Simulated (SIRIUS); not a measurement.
# Li (Im-3m) in SIRIUS: reference runs, part 2 of 2

SIRIUS 7.12.0. Earlier steps stand in the parts before.

## (3) Single point, PBEsol (cell strained at random)

Input file sirius.json:

```json
{
  "control": {
    "processing_unit": "cpu",
    "std_evp_solver_name": "lapack",
    "gen_evp_solver_name": "lapack",
    "verbosity": 2,
    "print_forces": true,
    "ortho_rf": true,
    "use_second_variation": true,
    "rmt_max": 3.0,
    "num_bands_to_print": 8,
    "save_wf": true
  },
  "parameters": {
    "electronic_structure_method": "full_potential_lapwlo",
    "xc_functionals": ["XC_GGA_X_PBE_SOL", "XC_GGA_C_PBE_SOL"],
    "core_relativity": "dirac",
    "valence_relativity": "iora",
    "num_fv_states": 8,
    "smearing": "fermi_dirac",
    "smearing_width": 0.0018374661,
    "pw_cutoff": 20,
    "gk_cutoff": 3.0,
    "lmax_apw": 10,
    "lmax_rho": 8,
    "lmax_pot": 8,
    "num_mag_dims": 0,
    "auto_rmt": 0,
    "ngridk": [11, 11, 11],
    "shiftk": [0, 0, 0],
    "num_dft_iter": 80,
    "energy_tol": 1e-07,
    "density_tol": 1e-05,
    "use_symmetry": true
  },
  "settings": {"tol_ne": 1e-10},
  "iterative_solver": {"type": "exact"},
  "mixer": {"type": "anderson", "beta": 0.5, "max_history": 8},
  "unit_cell": {
    "lattice_vectors": [
      [-3.2754358356, 3.3385167834, 3.2790527715],
      [3.2661799571, -3.3843823262, 3.3156624357],
      [3.2941290065, 3.403075497, -3.3249183142]
    ],
    "atom_types": ["Li"],
    "atom_files": {"Li": "Li.json"},
    "atoms": {"Li": [[-0.011575, 0.00844, -0.02353]]}
  }
}
```

Input file Li.json:

```json
{
  "name": "lithium",
  "symbol": "Li",
  "number": 3,
  "mass": 6.941,
  "rmin": 1e-06,
  "rmt": 2.0,
  "nrmt": 800,
  "rinf": 22.46,
  "core": "",
  "valence": [
    {"basis": [{"enu": -0.18, "dme": 0, "n": 0, "auto": 0}, {"enu": -0.18, "dme": 1, "n": 0, "auto": 0}]},
    {"l": 0, "n": 1, "basis": [{"enu": -0.08, "dme": 0, "n": 0, "auto": 0}]},
    {"l": 1, "n": 2, "basis": [{"enu": -0.08, "dme": 0, "n": 0, "auto": 0}]},
    {"l": 2, "n": 3, "basis": [{"enu": -0.08, "dme": 0, "n": 0, "auto": 0}]},
    {"l": 3, "n": 4, "basis": [{"enu": -0.08, "dme": 0, "n": 0, "auto": 0}]}
  ],
  "lo": [
    {"l": 0, "basis": [{"enu": -0.08, "dme": 0, "n": 0, "auto": 0}, {"enu": -0.08, "dme": 1, "n": 0, "auto": 0}]},
    {
      "l": 0,
      "basis": [{"enu": -1.8527, "dme": 0, "n": 1, "auto": 1}, {"enu": -1.8527, "dme": 1, "n": 1, "auto": 1}]
    },
    {
      "l": 0,
      "basis": [{"enu": -1.8527, "dme": 1, "n": 1, "auto": 1}, {"enu": -0.08, "dme": 0, "n": 0, "auto": 0}]
    },
    {"l": 0, "basis": [{"enu": -0.08, "dme": 0, "n": 0, "auto": 0}, {"enu": 3.92, "dme": 0, "n": 0, "auto": 0}]},
    {"l": 1, "basis": [{"enu": -0.08, "dme": 0, "n": 0, "auto": 0}, {"enu": -0.08, "dme": 1, "n": 0, "auto": 0}]},
    {"l": 1, "basis": [{"enu": -0.08, "dme": 1, "n": 0, "auto": 0}, {"enu": -0.08, "dme": 2, "n": 0, "auto": 0}]},
    {"l": 1, "basis": [{"enu": -0.08, "dme": 0, "n": 0, "auto": 0}, {"enu": 3.37, "dme": 0, "n": 0, "auto": 0}]},
    {"l": 2, "basis": [{"enu": -0.08, "dme": 0, "n": 0, "auto": 0}, {"enu": -0.08, "dme": 1, "n": 0, "auto": 0}]},
    {"l": 2, "basis": [{"enu": -0.08, "dme": 1, "n": 0, "auto": 0}, {"enu": -0.08, "dme": 2, "n": 0, "auto": 0}]},
    {"l": 3, "basis": [{"enu": -0.08, "dme": 0, "n": 0, "auto": 0}, {"enu": -0.08, "dme": 1, "n": 0, "auto": 0}]}
  ],
  "free_atom": [... radial grid and density of the free atom, the start of the SCF ...]
}
```

Input file sirius_start.json:

```json
{
  "control": {
    "processing_unit": "cpu",
    "std_evp_solver_name": "lapack",
    "gen_evp_solver_name": "lapack",
    "verbosity": 1,
    "print_forces": false,
    "ortho_rf": true,
    "use_second_variation": true,
    "rmt_max": 3.0,
    "num_bands_to_print": 8,
    "save_wf": false
  },
  "parameters": {
    "electronic_structure_method": "full_potential_lapwlo",
    "xc_functionals": ["XC_LDA_X", "XC_LDA_C_PW"],
    "core_relativity": "dirac",
    "valence_relativity": "iora",
    "num_fv_states": 8,
    "smearing": "fermi_dirac",
    "smearing_width": 0.0055123983,
    "pw_cutoff": 20,
    "gk_cutoff": 2.4,
    "lmax_apw": 10,
    "lmax_rho": 8,
    "lmax_pot": 8,
    "num_mag_dims": 0,
    "auto_rmt": 0,
    "ngridk": [4, 4, 4],
    "shiftk": [0, 0, 0],
    "num_dft_iter": 30,
    "energy_tol": 0.01,
    "density_tol": 0.05,
    "use_symmetry": true
  },
  "settings": {"tol_ne": 1e-10},
  "iterative_solver": {"type": "exact"},
  "mixer": {"type": "anderson", "beta": 0.5, "max_history": 8},
  "unit_cell": {
    "lattice_vectors": [
      [-3.2754358356, 3.3385167834, 3.2790527715],
      [3.2661799571, -3.3843823262, 3.3156624357],
      [3.2941290065, 3.403075497, -3.3249183142]
    ],
    "atom_types": ["Li"],
    "atom_files": {"Li": "Li.json"},
    "atoms": {"Li": [[-0.011575, 0.00844, -0.02353]]}
  }
}
```

Potentials or basis: all-electron FP-LAPW, apw+lo standard.

The run is started by

```bash
> OMP_NUM_THREADS=1 sirius.scf --input=sirius_start.json --output=start.json
> OMP_NUM_THREADS=1 sirius.scf --input=sirius.json --output=output.json --task=1
```

Output:

```text
[info] SIRIUS version : 7.12.0
[info] number of MPI ranks           : 1
[info] MPI grid                      : 1 1
[info] maximum number of OMP threads : 1
[fft] FFT context for density and potential
[fft] =====================================
[fft]   plane wave cutoff                     : 20
[fft]   grid size                             : 40 40 40   total : 64000
[fft]   grid limits                           : -19 20   -19 20   -19 20
[fft]   number of G-vectors within the cutoff : 19701
[fft]   number of G-shells                    : 9851
[fft] FFT context for coarse grid
[fft] =====================================
[fft]   plane wave cutoff                     : 6
[fft]   grid size                             : 15 15 15   total : 3375
[fft]   grid limits                           : -7 7   -7 7   -7 7
[fft]   number of G-vectors within the cutoff : 541
[fft]   number of G-shells                    : 271
[unit cell] lattice vectors
[unit cell]   a1 :      -3.2754358356      3.3385167834      3.2790527715
[unit cell]   a2 :       3.2661799571     -3.3843823262      3.3156624357
[unit cell]   a3 :       3.2941290065      3.4030754970     -3.3249183142
[unit cell] reciprocal lattice vectors
[unit cell]   b1 :      -0.0013208410      0.9385332007      0.9592862190
[unit cell]   b2 :       0.9590927888      0.0038319379      0.9541334401
[unit cell]   b3 :       0.9551202541      0.9294078872      0.0078044726
[unit cell] unit cell volume :       145.82366486 [a.u.^3]
[unit cell] 1/sqrt(omega)    :         0.08281061
[unit cell] MT volume        :        33.51032164 (22.98%)
[unit cell] IT volume        :       112.31334322 (77.02%)
[unit cell] number of atom types : 1
[unit cell] type id : 0 symbol : Li mt_radius :   2.000000 num_atoms : 1
[unit cell] total number of atoms : 1
[unit cell] number of symmetry classes : 1
[unit cell] atom id  type id  class id             position                      vector_field
[... 891 lines left out ...]
[generate_core_charge_density] atom class : 0
[find] Total energy                   :      -7.45983749 (Ha),     -14.91967498 (Ry)
[find] iteration : 1, RMS (target) : 1.0058e-02 (1.0000e-05) , energy difference (target) : 9.6793e-06 (1.0000e-07)
[find] Total energy                   :      -7.45983932 (Ha),     -14.91967864 (Ry)
[find] iteration : 2, RMS (target) : 1.9788e-04 (1.0000e-05) , energy difference (target) : -1.8275e-06 (1.0000e-07)
[find] Total energy                   :      -7.45983932 (Ha),     -14.91967864 (Ry)
[find] iteration : 3, RMS (target) : 1.3212e-05 (1.0000e-05) , energy difference (target) : -2.4992e-09 (1.0000e-07)
[find] Charges and magnetic moments
[find] --------------------------------------------------------------------------------
[find] atom      charge    core leakage
[find] --------------------------------------------------------------------------------
[find]    0    2.171068    0.000000e+00
[find] total core leakage    : 0.00000000e+00
[find] interstitial charge   : 0.828932
[find] total charge          : 3.000000
[find] Energy
[find] --------------------------------------------------------------------------------
[find] valence_eval_sum               :      -3.41080773
[find] core_eval_sum                  :       0.00000000
[find] kinetic energy                 :       7.38007208
[find] enuc                           :      -8.81161806
[find] <rho|V^{XC}>                   :      -2.31678703
[find] <rho|E^{XC}>                   :      -1.79125183
[find] <mag|B^{XC}>                   :       0.00000000
[find] <rho|V^{H}>                    :      -8.47409278
[find] smearing (-TS)                 :      -0.00012898
[find] SCF correction                 :       0.00000488
[find] Total energy                   :      -7.45983932 (Ha),     -14.91967864 (Ry)
[find] Free energy (E-TS)             :      -7.45996830 (Ha),     -14.91993661 (Ry)
[find] band gap (eV)                  :       0.00000000
[find] Efermi                         :       0.00900218
[find] iteration : 4, RMS (target) : 4.3170e-06 (1.0000e-05) , energy difference (target) : 5.5933e-10 (1.0000e-07)
[find] converged after 5 SCF iterations!
[find] Charges and magnetic moments
[find] --------------------------------------------------------------------------------
[find] atom      charge    core leakage
[find] --------------------------------------------------------------------------------
[find]    0    2.171068    0.000000e+00
[find] total core leakage    : 0.00000000e+00
[find] interstitial charge   : 0.828932
[find] total charge          : 3.000000
[find] Energy
[find] --------------------------------------------------------------------------------
[find] valence_eval_sum               :      -3.41080773
[find] core_eval_sum                  :       0.00000000
[find] kinetic energy                 :       7.38007208
[find] enuc                           :      -8.81161806
[find] <rho|V^{XC}>                   :      -2.31678703
[find] <rho|E^{XC}>                   :      -1.79125183
[find] <mag|B^{XC}>                   :       0.00000000
[find] <rho|V^{H}>                    :      -8.47409278
[find] smearing (-TS)                 :      -0.00012898
[find] SCF correction                 :       0.00000488
[find] Total energy                   :      -7.45983932 (Ha),     -14.91967864 (Ry)
[find] Free energy (E-TS)             :      -7.45996830 (Ha),     -14.91993661 (Ry)
[find] band gap (eV)                  :       0.00000000
[find] Efermi                         :       0.00900218
[ground_state]
[ground_state] ==== total Forces in Ha/bohr =====
[ground_state] atom:    0, force:       0.0000000      0.0000000      0.0000000
[ground_state] ==== contribution from density =====
[ground_state] atom:    0, force:       0.0000000      0.0000000      0.0000000
[ground_state] ==== contribution from Hartree potential =====
[ground_state] atom:    0, force:       0.0000000      0.0000000      0.0000000
[ground_state] ==== contribution from IBS =====
[ground_state] atom:    0, force:       0.0000000      0.0000000      0.0000000
```

It took 23 s on 1 thread of Intel Xeon 6975P-C (Granite Rapids), shared host; peak memory 0.69 GiB.

Results:

```
Free energy                                           : -202.9961 eV
Band gap on the k mesh                                : none (metal or under the smearing width)
Valence electrons inside the program's atomic spheres : Li 2.17 (radii Li 2.0 bohr)
```
